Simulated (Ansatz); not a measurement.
# MgO (Fm-3m) in Ansatz: further runs

Aim: see how the results for MgO move with the level of theory and the settings. Levels: BLYP+D4, PBE. Tasks: relaxation of cell and atoms, single point.

Program: Ansatz 0.2.0. These are calculated values, not measurements. Logs are shortened: lines on timing, memory, paths and dates and some standing lists are left out, and cuts for length are marked.

**The experiment to reproduce.**

From “Electronic structure of alkaline earth and post-transition metal oxides”, 2009, arxiv:0908.1581, for a bulk crystal of MgO: band gap 7.83 eV.

The results are compared with them further down.

### 1 The crystal as given

It takes space group Fm-3m (No. 225, cubic). Conventional cell: a = 4.194 Å, b = 4.194 Å, c = 4.194 Å, α = 90.00°, β = 90.00°, γ = 90.00°. Mg (site symmetry m-3m) is surrounded by 6 O at 2.10 Å. Around O (site symmetry m-3m) lie 6 Mg at 2.10 Å.

The cell is a database's computed one.

### 2 Relaxation of cell and atoms, BLYP+D4

Input file input.yaml:

```yaml
crystal:
  lattice:
    - [0.0, 2.0970013927, 2.0970013927]
    - [2.0970013927, 0.0, 2.0970013927]
    - [2.0970013927, 2.0970013927, 0.0]
  atoms:
    - { symbol: Mg, position: [0.0, 0.0, 0.0] }
    - { symbol: O, position: [0.5, 0.5, 0.5] }
hamiltonian:
  xc: blyp
  pseudopotentials: { kind: paw }
  dispersion: d4
kpoints:
  mp_grid: { grid: [11, 11, 11] }
scf:
  occupations: { method: fermi_dirac, width: 0.05 }
output:
  forces: true
  stress: true
relax:
  f_tol: 0.01
  max_steps: 40
  cell: { stress_tol: 0.05 }
```

Potentials or basis: Ansatz PAW.

Started as:

```sh
ansatz run input.yaml --threads 2 --pin off --max-ram 5632MiB --backend cpu --events-out ev --progress --plain --runs-dir out
```

Log:

```text
Warning: RAYON_NUM_THREADS=2 ignored (pool sized by the plan → 2); use --threads N
Engine: ansatz 0.2.0, aarch64-unknown-linux-gnu
Pseudopotentials: kind: paw
Pseudopotential: Mg, paw, valence charge 10, recommended cutoff 420 eV (normal), Mg.paw.azcp
Pseudopotential: O, paw, valence charge 6, recommended cutoff 420 eV (normal), O.paw.azcp
Functional definition: BLYP
  parameter beta = 0.0042
  parameter a = 0.04918
  parameter b = 0.132
  parameter c = 0.2533
  parameter d = 0.349
  exchange = b88_x(beta = beta)
  correlation = lyp_c(a = a, b = b, c = c, d = d)
Crystal: 2 atoms, lattice volume = 18.443 Å³
Basis set: ecut = 420 eV, 339 PW (Γ), exchange–correlation on 40×40×40 points (8 copies of the dense FFT grid, shifted against one another)
Bands: 12, of which v1, the nominal top of the filled ones, is band 8 counted from 1 (7 counted from 0)
Symmetry: 48 space group operations
Space group: Fm-3m (ITA 225), of the structure as read, at distance tolerance 2.6e-5 Å
k-points: 56 of 1331
Non-local potential: Mg, projectors of the file, l = 0: 3, l = 1: 2, l = 2: 1
Non-local potential: O, projectors of the file, l = 0: 2, l = 1: 2, l = 2: 1
PAW form: soft (Blöchl's): semilocal exchange-correlation on the pseudo side does not see the compensation charge
PAW frozen core: Mg, regenerated for the run's functional, and the local potential with it (the file was generated under x = pbe(κ = 0.804, μ = 0.2195149727645171), c = pbe(β = 0.06672455060314922))
PAW frozen core: O, regenerated for the run's functional, and the local potential with it (the file was generated under x = pbe(κ = 0.804, μ = 0.2195149727645171), c = pbe(β = 0.06672455060314922))
PAW one-centre angular grid: Mg, 110 points (default); XC on 64 Gauss nodes
PAW one-centre angular grid: O, 110 points (default); XC on 64 Gauss nodes
Initial density: superposition of atomic densities (neutral atoms: chi_scale 0, normalization atom), corrected by the library's trained network
Initial wavefunctions: pseudopotential atomic-orbital guess
Functional: x = b88, c = lyp
SCF iter   1: F=—  HF=-2500.034363 eV  |F-HF|=—  |Δ(HF+E_count)|=         —  Δρ=1.94e-2  dr2=4.91e-2  ethr=1.77e-3  ⟨swp⟩=5.7  Hψ=3912  notcnv=0
preconditioner: auto → none  [insulator: Δε(μ)=5.302 eV  Ē_g=18.950 eV  σ=0.050 eV  W_gap=1.00  n_scr=8 (ndim 8)  ℏωp=24.5 eV  f_vac=0.000  D(μ)=0.00/eV (n_scr^D=0)  ε∞_Penn≈2.7]
SCF iter   2: F=—  HF=-2500.023998 eV  |F-HF|=—  |Δ(HF+E_count)|=   1.04e-2  Δρ=9.24e-3  dr2=1.16e-2  ethr=3.07e-4  ⟨swp⟩=2.0  Hψ=1540  notcnv=0
SCF iter   3: F=—  HF=-2500.020578 eV  |F-HF|=—  |Δ(HF+E_count)|=   3.42e-3  Δρ=9.54e-4  dr2=7.49e-5  ethr=7.25e-5  ⟨swp⟩=2.0  Hψ=1044  notcnv=0
SCF iter   4: F=—  HF=-2500.020644 eV  |F-HF|=—  |Δ(HF+E_count)|=   6.63e-5  Δρ=1.62e-4  dr2=3.44e-6  ethr=4.68e-7  ⟨swp⟩=2.0  Hψ=852  notcnv=0
SCF iter   5: F=—  HF=-2500.020643 eV  |F-HF|=—  |Δ(HF+E_count)|=   1.17e-6  Δρ=2.64e-5  dr2=1.07e-7  ethr=2.15e-8  ⟨swp⟩=2.3  Hψ=885  notcnv=0
SCF iter   6: F=-2500.020643 eV  HF=-2500.020643 eV  |F-HF|=2.12e-9  |Δ(HF+E_count)|=   1.56e-8  Δρ=2.78e-6  dr2=6.93e-10  ethr=6.25e-10  ⟨swp⟩=4.0  Hψ=2016  notcnv=0
SCF 1 converged in 6 iterations: F = -2500.020643 eV  dr2 = 6.93e-10
relax step   1: F+E_penalty+E_count = -2500.02064298 eV  Δ(F+E_penalty+E_count) = +0.000e0 eV  max|allowed force component| = 5.013e-30 eV/Å  Δτ_max = 0.0000 Å  P = +2.794 GPa  Ω = 18.443 Å³  (6 SCF iters, dr2 threshold 1.00e-7 eV, accepted)
Crystal: 2 atoms, lattice volume = 18.573 Å³
Initial density: handed on by an earlier stage of this run
Initial wavefunctions: those handed on with the density
iter 1 solved again at ethr=8.24e-7 eV; its pass at ethr=3.10e-3 eV (dr2=1.32e-4 eV) is discarded
SCF iter   1: F=—  HF=-2500.021931 eV  |F-HF|=—  |Δ(HF+E_count)|=         —  Δρ=9.22e-4  dr2=1.25e-4  ethr=8.24e-7  ⟨swp⟩=2.0  Hψ=4637  notcnv=0
preconditioner: auto → none  [insulator: Δε(μ)=5.073 eV  Ē_g=18.724 eV  σ=0.050 eV  W_gap=1.00  n_scr=8 (ndim 8)  ℏωp=24.4 eV  f_vac=0.000  D(μ)=0.00/eV (n_scr^D=0)  ε∞_Penn≈2.7]
SCF iter   2: F=—  HF=-2500.021858 eV  |F-HF|=—  |Δ(HF+E_count)|=   7.25e-5  Δρ=2.81e-4  dr2=1.32e-5  ethr=7.81e-7  ⟨swp⟩=2.4  Hψ=847  notcnv=0
SCF iter   3: F=—  HF=-2500.021855 eV  |F-HF|=—  |Δ(HF+E_count)|=   3.12e-6  Δρ=5.42e-5  dr2=3.41e-7  ethr=8.27e-8  ⟨swp⟩=2.0  Hψ=823  notcnv=0
iter 4 did not close the SCF: its close was put off for the readings that it lacked (scf_convergence_deferred on its scf_iter line)
[... 40 lines left out ...]
SCF iter   1: F=—  HF=-2500.023209 eV  |F-HF|=—  |Δ(HF+E_count)|=         —  Δρ=1.28e-4  dr2=2.45e-6  ethr=1.61e-8  ⟨swp⟩=2.2  Hψ=4684  notcnv=0
preconditioner: auto → none  [insulator: Δε(μ)=4.977 eV  Ē_g=18.610 eV  σ=0.050 eV  W_gap=1.00  n_scr=8 (ndim 8)  ℏωp=24.2 eV  f_vac=0.000  D(μ)=0.00/eV (n_scr^D=0)  ε∞_Penn≈2.7]
SCF iter   2: F=—  HF=-2500.023173 eV  |F-HF|=—  |Δ(HF+E_count)|=   3.66e-5  Δρ=4.36e-5  dr2=3.12e-7  ethr=1.53e-8  ⟨swp⟩=3.0  Hψ=1120  notcnv=0
iter 3 did not close the SCF: its close was put off for the readings that it lacked (scf_convergence_deferred on its scf_iter line)
SCF iter   3: F=-2500.023173 eV  HF=-2500.023173 eV  |F-HF|=3.01e-10  |Δ(HF+E_count)|=   6.87e-8  Δρ=7.71e-6  dr2=5.61e-9  ethr=1.95e-9  ⟨swp⟩=2.0  Hψ=839  notcnv=0
iter 4 did not close the SCF: its close was put off for the readings that it lacked (scf_convergence_deferred on its scf_iter line)
SCF iter   4: F=-2500.023173 eV  HF=-2500.023173 eV  |F-HF|=1.55e-10  |Δ(HF+E_count)|=  7.42e-10  Δρ=1.68e-6  dr2=4.87e-10  ethr=3.51e-11  ⟨swp⟩=2.6  Hψ=1127  notcnv=0
iter 5 did not close the SCF: its close was put off for the readings that it lacked (scf_convergence_deferred on its scf_iter line)
SCF iter   5: F=-2500.023173 eV  HF=-2500.023173 eV  |F-HF|=1.36e-12  |Δ(HF+E_count)|=  2.68e-11  Δρ=1.79e-7  dr2=4.37e-12  ethr=3.04e-12  ⟨swp⟩=2.0  Hψ=845  notcnv=0
SCF iter   6: F=-2500.023173 eV  HF=-2500.023173 eV  |F-HF|=0.00e0  |Δ(HF+E_count)|=  2.73e-12  Δρ=3.75e-8  dr2=1.31e-13  ethr=1.00e-12  ⟨swp⟩=1.0  Hψ=1568  notcnv=0
SCF 5 converged in 6 iterations: F = -2500.023173 eV  dr2 = 1.31e-13
relax step   5: F+E_penalty+E_count = -2500.02317252 eV  Δ(F+E_penalty+E_count) = +7.467e-5 eV  max|allowed force component| = 6.853e-30 eV/Å  Δτ_max = 0.0000 Å  P = +0.008 GPa  Ω = 18.763 Å³  energy of the carried Pulay correction = -8.568e-5 eV  (6 SCF iters, dr2 threshold 7.56e-8 eV, accepted)
iter 1 solved again at ethr=2.82e-7 eV; its pass at ethr=3.10e-3 eV (dr2=4.52e-5 eV) is discarded
SCF iter   1: F=—  HF=-2500.023364 eV  |F-HF|=—  |Δ(HF+E_count)|=         —  Δρ=2.23e-5  dr2=2.22e-8  ethr=2.82e-7  ⟨swp⟩=2.9  Hψ=5586  notcnv=0
eigensolver tolerance schedule: the retry pair's looser diagonalisation over-reported the residual by 2035.39 of it (diagonalisation noise at 0.23 of the residual, at the tolerance the schedule requests for it); recorded, not acted on — ethr = c·dr2/N_el stays at c = 1.0e-1
preconditioner: auto → none  [insulator: Δε(μ)=4.978 eV  Ē_g=18.610 eV  σ=0.050 eV  W_gap=1.00  n_scr=8 (ndim 8)  ℏωp=24.2 eV  f_vac=0.000  D(μ)=0.00/eV (n_scr^D=0)  ε∞_Penn≈2.7]
SCF iter   2: F=—  HF=-2500.023327 eV  |F-HF|=—  |Δ(HF+E_count)|=   3.70e-5  Δρ=9.55e-6  dr2=4.70e-9  ethr=1.39e-10  ⟨swp⟩=2.3  Hψ=1138  notcnv=0
SCF iter   3: F=—  HF=-2500.023327 eV  |F-HF|=—  |Δ(HF+E_count)|=  3.27e-10  Δρ=5.37e-6  dr2=1.17e-9  ethr=2.94e-11  ⟨swp⟩=2.0  Hψ=1055  notcnv=0
SCF iter   4: F=—  HF=-2500.023327 eV  |F-HF|=—  |Δ(HF+E_count)|=  8.60e-10  Δρ=6.06e-7  dr2=3.31e-11  ethr=7.32e-12  ⟨swp⟩=2.2  Hψ=1105  notcnv=0
iter 5 did not close the SCF: its close was put off for the readings that it lacked (scf_convergence_deferred on its scf_iter line)
SCF iter   5: F=-2500.023327 eV  HF=-2500.023327 eV  |F-HF|=3.18e-12  |Δ(HF+E_count)|=  1.09e-11  Δρ=2.21e-7  dr2=4.03e-12  ethr=1.00e-12  ⟨swp⟩=1.0  Hψ=672  notcnv=0
iter 6 did not close the SCF: its close was put off for the readings that it lacked (scf_convergence_deferred on its scf_iter line)
SCF iter   6: F=-2500.023327 eV  HF=-2500.023327 eV  |F-HF|=4.55e-13  |Δ(HF+E_count)|=  4.55e-13  Δρ=8.70e-8  dr2=5.61e-13  ethr=1.00e-12  ⟨swp⟩=1.0  Hψ=672  notcnv=0
iter 7 did not close the SCF: its close was put off for the readings that it lacked (scf_convergence_deferred on its scf_iter line)
SCF iter   7: F=-2500.023327 eV  HF=-2500.023327 eV  |F-HF|=4.55e-13  |Δ(HF+E_count)|=  1.36e-12  Δρ=9.24e-9  dr2=6.13e-15  ethr=1.00e-12  ⟨swp⟩=1.0  Hψ=672  notcnv=0
iter 8 did not close the SCF: its close was put off for the readings that it lacked (scf_convergence_deferred on its scf_iter line)
SCF iter   8: F=-2500.023327 eV  HF=-2500.023327 eV  |F-HF|=0.00e0  |Δ(HF+E_count)|=  4.55e-13  Δρ=2.70e-10  dr2=3.66e-18  ethr=1.00e-12  ⟨swp⟩=1.0  Hψ=672  notcnv=0
SCF iter   9: F=-2500.023327 eV  HF=-2500.023327 eV  |F-HF|=4.55e-13  |Δ(HF+E_count)|=  9.09e-13  Δρ=2.31e-10  dr2=5.81e-18  ethr=1.00e-12  ⟨swp⟩=2.0  Hψ=1786  notcnv=0
SCF 6 converged in 9 iterations: F = -2500.023327 eV  dr2 = 5.81e-18
relax step   6: F+E_penalty+E_count = -2500.02332705 eV  Δ(F+E_penalty+E_count) = -1.545e-4 eV  max|allowed force component| = 5.391e-30 eV/Å  Δτ_max = 0.0000 Å  P = +0.013 GPa  Ω = 18.763 Å³  stress off target by 1.30e-2 GPa  SCF on the basis re-selected at this cell (its energy is not comparable with the rows above)  (9 SCF iters)
basis re-selected at this cell: Δ(F+E_penalty+E_count) = -1.545e-4 eV, ΔP = +0.005 GPa vs the last step (what re-selecting the basis moved, of the pressure what is left beyond the Pulay correction that the steps carried, after the strain that the cell walked since its last selection, with what the two solves' SCF thresholds leave and, on support functions, any second-order correction that the steps lacked; it is no measure of the basis error at this ecutwfc). This SCF's stress stands 1.30e-2 GPa from its target on what of the cell is left free (relax.cell.stress_tol is 5.00e-2 GPa) and its largest allowed force component is 5.39e-30 eV/Å (relax.f_tol is 1.00e-2 eV/Å): within both
SCF converged after 9 iterations
Free energy (F): -2500.023327 eV
Harris-Foulkes:  -2500.023327 eV  (|F-HF|=4.55e-13)
Internal energy: -2500.023327 eV  (E = F + TS)
E sigma→0 (E₀):  -2500.023327 eV
Fermi energy:    10.942025 eV
--- Per-component energies (eV) ---
  E_band       = -290.861834
  E_kinetic    = 256.485936
  E_local      = -1604.040437  (includes V_loc(G=0)·N_el)
  E_nonlocal   = 140.010343
  E_hartree    = 556.910530
  E_xc         = -104.123228
  E_vxc        = -133.118418  (∫ρ·V_xc dr)
  E_paw        = -457.150059  (= ΣΔE_a)
  E_vpaw       = -64.022909  (= ΣTr[D̂ρ^β])
  E_aug_tail   = 0.002592  (compensation charges beyond the density's cutoff)
  E_ewald      = -1287.503229
  E_disp       = -0.620768  (pairwise vdW)
  E_core_change = 0.004995  (= ΣΔE_core)
  E_smearing   = -0.000000  (= −TS)
  E_closure    = -0.000000  (closes the sum)
  Σ components = -2500.023327   (vs F -2500.023327, Δ=0.00e0)
--- Forces (eV/Å), atoms counted from 1 ---
  atom   1  Mg    -0.00000000     0.00000000     0.00000000
  atom   2  O      0.00000000    -0.00000000    -0.00000000
  max |Σ_I F_I| component: 1.03e-29 eV/Å
--- Stress (GPa, compression-positive) ---
        0.013010      -0.000000      -0.000000
       -0.000000       0.013010      -0.000000
       -0.000000      -0.000000       0.013010
  P = ⅓ Tr σ = 0.0130 GPa (0.130 kbar)
--- Relaxed structure (4 steps of the walk, 4 accepted, 2 SCFs on fresh bases) ---
  F+E_penalty+E_count = -2500.02332705 eV   max|allowed force component| = 5.391e-30 eV/Å   (the final SCF, on the basis selected at the relaxed cell)
  cell:  # Å, volume = 18.7633 Å³
    - [-1.1337202773192689e-33, 2.1090791551259813, 2.1090791551259813]
    - [2.1090791551259813, -8.21628740304414e-34, 2.1090791551259813]
    - [2.1090791551259813, 2.1090791551259813, -1.5859345452387524e-33]
  atoms:
    - { symbol: Mg, position: [2.032962969805785e-36, -1.7937908557124197e-36, -2.511307197995125e-36] }
    - { symbol: O, position: [0.5, 0.5, 0.5] }
```

It took 3.8 s on 2 threads of Arm Neoverse V2, shared host; peak memory 0.27 GiB.

Results:

```
Free energy                            : -2500.0233 eV
Relaxed volume                         : 9.38 Å³/atom
Relaxed cell                           : a = 2.983 Å, b = 2.983 Å, c = 2.983 Å, α = 60.00°, β = 60.00°, γ = 60.00°
Space group after relaxing (to 0.05 Å) : Fm-3m (No. 225)
Energy gained by relaxing              : 1.3 meV/atom
Ionic steps                            : 6
Pressure after relaxing                : 0.0 GPa
Band gap on the k mesh                 : 4.98 eV
```

Step by step:
| step | energy change (eV) | largest force (eV/Å) | volume (Å³) |
| --- | --- | --- | --- |
| 1 | 0.0000 | 0.0000 | 18.44 |
| 2 | -0.0012 | 0.0000 | 18.57 |
| 3 | -0.0013 | 0.0000 | 18.74 |
| 4 | -0.0026 | 0.0000 | 18.74 |
| 5 | -0.0025 | 0.0000 | 18.76 |
| 6 | -0.0027 | 0.0000 | 18.76 |

Final structure:
```
Mg O
1.0
     0.00000    2.10908    2.10908
     2.10908    0.00000    2.10908
     2.10908    2.10908    0.00000
Mg O
1 1
Direct
  0.00000 0.00000 0.00000
  0.50000 0.50000 0.50000
```

Caveat: odd divisions of the mesh miss points on the zone boundary, where band edges often lie, so the gap on the mesh can be too wide; the plane-wave basis is chosen anew once the cell has moved, so the energies of steps on either side of that aren't comparable; the pressure holds a Pulay correction of +0.7 GPa for the finite cutoff; the PAW data sets come from PBE, with cores solved anew for the run's functional, which leaves a small shift of forces and pressure.

### 3 Single point, PBE

Input file input.yaml:

```yaml
crystal:
  lattice:
    - [0.0, 2.0970013927, 2.0970013927]
    - [2.0970013927, 0.0, 2.0970013927]
    - [2.0970013927, 2.0970013927, 0.0]
  atoms:
    - { symbol: Mg, position: [0.0, 0.0, 0.0] }
    - { symbol: O, position: [0.5, 0.5, 0.5] }
hamiltonian:
  xc: pbe
  pseudopotentials: { kind: paw }
kpoints:
  mp_grid: { grid: [11, 11, 11] }
scf:
  occupations: { method: gaussian, width: 0.029 }
output:
  forces: true
  stress: true
  eigenvalues: true
```

Potentials or basis: Ansatz PAW.

Started as:

```sh
ansatz run input.yaml --threads 2 --pin off --max-ram 5632MiB --backend cpu --events-out ev --progress --plain --runs-dir out
```

Log:

```text
Warning: RAYON_NUM_THREADS=2 ignored (pool sized by the plan → 2); use --threads N
[... 4 set-up lines as earlier in the session ...]
Functional definition: PBE
  parameter kappa = 0.804
  parameter beta = 0.06672455060314922
  exchange = pbe_x(kappa = kappa, mu = beta*pi^2/3)
  correlation = pbe_c(beta = beta)
Crystal: 2 atoms, lattice volume = 18.443 Å³
Basis set: ecut = 420 eV, 339 PW (Γ), exchange–correlation on 40×40×40 points (8 copies of the dense FFT grid, shifted against one another)
Bands: 12, of which v1, the nominal top of the filled ones, is band 8 counted from 1 (7 counted from 0)
[... 2 set-up lines as earlier in the session ...]
k-points: 56 of 1331
[... 7 set-up lines as earlier in the session ...]
Functional: x = pbe(κ = 0.804, μ = 0.2195149727645171), c = pbe(β = 0.06672455060314922)
SCF iter   1: F=—  HF=-2494.121888 eV  |F-HF|=—  |Δ(HF+E_count)|=         —  Δρ=5.85e-4  dr2=8.26e-6  ethr=1.77e-3  ⟨swp⟩=5.8  Hψ=3921  notcnv=0
preconditioner: auto → none  [insulator: Δε(μ)=4.867 eV  Ē_g=18.688 eV  σ=0.029 eV  W_gap=1.00  n_scr=8 (ndim 8)  ℏωp=24.5 eV  f_vac=0.000  D(μ)=0.00/eV (n_scr^D=0)  ε∞_Penn≈2.7]
SCF iter   2: F=—  HF=-2494.122355 eV  |F-HF|=—  |Δ(HF+E_count)|=   4.67e-4  Δρ=4.19e-4  dr2=1.51e-5  ethr=5.16e-8  ⟨swp⟩=3.7  Hψ=2018  notcnv=0
SCF iter   3: F=—  HF=-2494.122376 eV  |F-HF|=—  |Δ(HF+E_count)|=   2.09e-5  Δρ=2.24e-4  dr2=3.69e-6  ethr=5.16e-8  ⟨swp⟩=2.9  Hψ=1096  notcnv=0
iter 4 did not close the SCF: its close was put off for the readings that it lacked (scf_convergence_deferred on its scf_iter line)
SCF iter   4: F=-2494.122391 eV  HF=-2494.122391 eV  |F-HF|=1.84e-8  |Δ(HF+E_count)|=   1.54e-5  Δρ=2.93e-5  dr2=5.47e-8  ethr=2.30e-8  ⟨swp⟩=2.1  Hψ=1033  notcnv=0
iter 5 did not close the SCF: its close was put off for the readings that it lacked (scf_convergence_deferred on its scf_iter line)
SCF iter   5: F=-2494.122391 eV  HF=-2494.122391 eV  |F-HF|=8.18e-9  |Δ(HF+E_count)|=   1.82e-8  Δρ=8.53e-6  dr2=7.20e-9  ethr=3.42e-10  ⟨swp⟩=2.7  Hψ=1128  notcnv=0
SCF iter   6: F=-2494.122391 eV  HF=-2494.122391 eV  |F-HF|=1.04e-9  |Δ(HF+E_count)|=   3.21e-9  Δρ=2.90e-6  dr2=7.17e-10  ethr=4.50e-11  ⟨swp⟩=1.2  Hψ=2031  notcnv=0
SCF 1 converged in 6 iterations: F = -2494.122391 eV  dr2 = 7.17e-10
SCF converged after 6 iterations
Free energy (F): -2494.122391 eV
Harris-Foulkes:  -2494.122391 eV  (|F-HF|=1.04e-9)
Internal energy: -2494.122391 eV  (E = F + TS)
E sigma→0 (E₀):  -2494.122391 eV
Fermi energy:    10.730797 eV
--- Per-component energies (eV) ---
  E_band       = -289.824712
  E_kinetic    = 256.228120
  E_local      = -1594.291227  (includes V_loc(G=0)·N_el)
  E_nonlocal   = 142.843511
  E_hartree    = 551.485691
  E_xc         = -105.411154
  E_vxc        = -135.097026  (∫ρ·V_xc dr)
  E_paw        = -450.061194  (= ΣΔE_a)
  E_vpaw       = -62.481097  (= ΣTr[D̂ρ^β])
  E_aug_tail   = 0.002518  (compensation charges beyond the density's cutoff)
  E_ewald      = -1294.918655
  E_smearing   = -0.000000  (= −TS)
  E_closure    = 0.000000  (closes the sum)
  Σ components = -2494.122391   (vs F -2494.122391, Δ=0.00e0)
--- Forces (eV/Å), atoms counted from 1 ---
  atom   1  Mg    -0.00000000     0.00000000     0.00000000
  atom   2  O      0.00000000     0.00000000     0.00000000
  max |Σ_I F_I| component: 1.30e-29 eV/Å
--- Stress (GPa, compression-positive) ---
        6.907512       0.000000       0.000000
        0.000000       6.907512       0.000000
        0.000000      -0.000000       6.907512
  P = ⅓ Tr σ = 6.9075 GPa (69.075 kbar)
--- Band table (eV; the first three rows and the last of 56) ---
  k-point 0: bands = ["-63.9555", "-30.6748", "-30.6748", "-30.6748", "-9.0220", "8.2960", "8.2960", "8.2960", "13.1654", "24.1918", "24.1918", "24.1918"]
  k-point 1: bands = ["-63.9547", "-30.6821", "-30.6755", "-30.6755", "-8.9294", "7.7456", "8.2390", "8.2390", "13.6950", "23.0919", "24.3956", "24.3956"]
  k-point 2: bands = ["-63.9528", "-30.7017", "-30.6774", "-30.6774", "-8.6707", "6.5696", "8.0896", "8.0896", "14.7693", "21.6442", "24.8524", "24.8524"]
  k-point 55: bands = ["-63.9433", "-30.7309", "-30.7275", "-30.7046", "-7.3919", "5.1787", "5.3886", "6.6519", "19.6291", "20.3185", "20.6405", "24.2964"]
```

It took 0.45 s on 2 threads of Arm Neoverse V2, shared host; peak memory 0.25 GiB.

Results:

```yaml
Free_energy: -2494.1224 eV
Pressure: 6.9 GPa
Band_gap_on_the_k_mesh: 4.87 eV, direct
```

Caveat: odd divisions of the mesh miss points on the zone boundary, where band edges often lie, so the gap on the mesh can be too wide; the pressure holds a Pulay correction of +0.6 GPa for the finite cutoff.

(Part 1 of 2 ends here.)
